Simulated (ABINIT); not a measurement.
Pb:

```xyz
1
Lattice="0.0000 2.4750 2.4750 2.4750 0.0000 2.4750 2.4750 2.4750 0.0000" Properties=species:S:1:pos:R:3 pbc="T T T"
Pb    0.0000    0.0000    0.0000
```

Program: ABINIT 10.8.3 (patched build). Alike in all runs: task band structure; no spin polarisation; cell as given; k mesh 9 × 9 × 9; cutoff (eV) 408; smearing fermi-dirac 0.05 eV.

**Question.** Order these runs on this cell by their pressure, lowest first.
A. level WC; potentials or basis JTH PAW PBE v2.0 sp
B. level BLYP; potentials or basis JTH PAW PBE v2.0 sp
C. level OLYP; potentials or basis JTH PAW PBE v2.0 sp
D. level LDA-PZ; potentials or basis JTH PAW LDA v2.0 sp

**Answer.** D (-2.1 GPa), A (-0.3 GPa), C (2.5 GPa), B (6.1 GPa).

Caveats: this set keeps more shells in the core, which shifts pressures and gaps; the PAW data sets were made with another functional, which shifts forces and pressure a little (some runs).

Runs at the PBE level aren't shown here.
